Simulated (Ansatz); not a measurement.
Molecular dynamics on a 2×2×2 supercell (16 atoms) of BAs (zincblende), relaxed with r2SCAN. Forces come from r2SCAN in the plane-wave code Ansatz: a Nosé-Hoover thermostat at fixed volume, 800 K, steps of 1.5 fs. Spin polarisation is off, nuclei are classical, and the run is far too short for thermal averages.

```yaml
crystal:
  lattice:
    - [0.0, 4.7837352089, 4.7837352089]
    - [4.7837352089, 0.0, 4.7837352089]
    - [4.7837352089, 4.7837352089, 0.0]
  atoms:
    - { symbol: B, position: [0.0, 0.0, 0.0] }
    - { symbol: As, position: [0.125, 0.125, 0.125] }
    - { symbol: B, position: [0.0, 0.0, 0.5] }
    - { symbol: As, position: [0.125, 0.125, 0.625] }
    - { symbol: B, position: [0.0, 0.5, 0.0] }
    - { symbol: As, position: [0.125, 0.625, 0.125] }
    - { symbol: B, position: [0.0, 0.5, 0.5] }
    - { symbol: As, position: [0.125, 0.625, 0.625] }
    - { symbol: B, position: [0.5, 0.0, 0.0] }
    - { symbol: As, position: [0.625, 0.125, 0.125] }
    - { symbol: B, position: [0.5, 0.0, 0.5] }
    - { symbol: As, position: [0.625, 0.125, 0.625] }
    - { symbol: B, position: [0.5, 0.5, 0.0] }
    - { symbol: As, position: [0.625, 0.625, 0.125] }
    - { symbol: B, position: [0.5, 0.5, 0.5] }
    - { symbol: As, position: [0.625, 0.625, 0.625] }
kpoints:
  mp_grid: { grid: [2, 2, 2] }
hamiltonian:
  xc: r2scan
scf:
  occupations: { method: fermi_dirac, width: 0.069 }
md:
  ensemble: nvt_nose_hoover
  temperature: 800
  timestep: 1.5
  n_steps: 20
  initial_velocities: maxwell_boltzmann
  seed: 5776
```

Run as `ansatz run input.yaml --threads 4 --pin off --max-ram 3686MiB --backend cpu --events-out ev --progress --plain --runs-dir out`.

Question: How do temperature and energy develop?

Answer: The temperature starts at 800 K, is lowest at step 8 (195 K, 12 fs) and ends at 381 K. The thermostat hasn't had time to restore it. The atoms start on their lattice sites with kinetic energy alone, so much of it first passes into potential energy. By the last step the atoms have moved 0.10 Å in the root mean square, the drift of the whole cell taken out, 0.16 Å at most.
```
step  t (fs)  T (K)  free energy F from step 0 (meV/atom)  kinetic energy (meV/atom)  largest force (eV/Å)
   0       0    800                                   0.0                       96.9                  0.00
   1     1.5    778                                   2.6                       94.3                  0.58
   2       3    716                                  10.3                       86.7                  1.17
   3     4.5    621                                  21.9                       75.3                  1.75
   4       6    508                                  35.7                       61.6                  2.28
   5     7.5    393                                  49.8                       47.6                  2.73
   6       9    294                                  62.0                       35.6                  3.07
   7    10.5    225                                  70.4                       27.2                  3.27
   8      12    195                                  74.1                       23.6                  3.32
   9    13.5    207                                  72.6                       25.1                  3.22
  10      15    256                                  66.7                       31.0                  2.99
  11    16.5    331                                  57.5                       40.2                  2.66
  12      18    419                                  46.8                       50.8                  2.26
  13    19.5    505                                  36.5                       61.2                  1.91
  14      21    574                                  28.2                       69.6                  1.82
  15    22.5    618                                  23.1                       74.9                  1.75
  16      24    629                                  22.0                       76.2                  1.74
  17    25.5    606                                  25.0                       73.5                  1.79
  18      27    552                                  31.8                       66.9                  1.90
  19    28.5    474                                  41.6                       57.4                  2.04
  20      30    381                                  53.2                       46.1                  2.19
```

Positions (Å) and forces (eV/Å) at step 20:
```
B   -0.051  -0.012  -0.008     0.531   0.625   0.199
As   1.252   1.163   1.169    -1.433   1.049   0.158
B    2.421   2.428  -0.021    -0.198  -1.253   0.021
As   3.534   3.608   1.205     0.605  -0.161  -0.208
B    2.332   0.016   2.431     0.877  -0.086  -0.026
As   3.570   1.242   3.591    -1.069  -0.426   1.071
B    4.669   2.365   2.352     1.449  -0.291  -0.263
As   5.978   3.467   3.547    -0.664   1.374   0.080
B    0.033   2.465   2.370    -0.001  -0.764  -0.157
As   1.196   3.581   3.665    -0.133  -0.410  -0.024
B    2.446   4.698   2.510    -1.292   1.109  -1.090
As   3.586   5.997   3.542     1.403   0.135   0.792
B    2.393   2.458   4.946     0.134  -0.634  -1.447
As   3.625   3.727   5.979    -0.536  -1.640   1.342
B    4.842   4.732   4.803    -0.186   0.831  -1.821
As   5.969   5.916   5.968     0.515   0.541   1.375
```
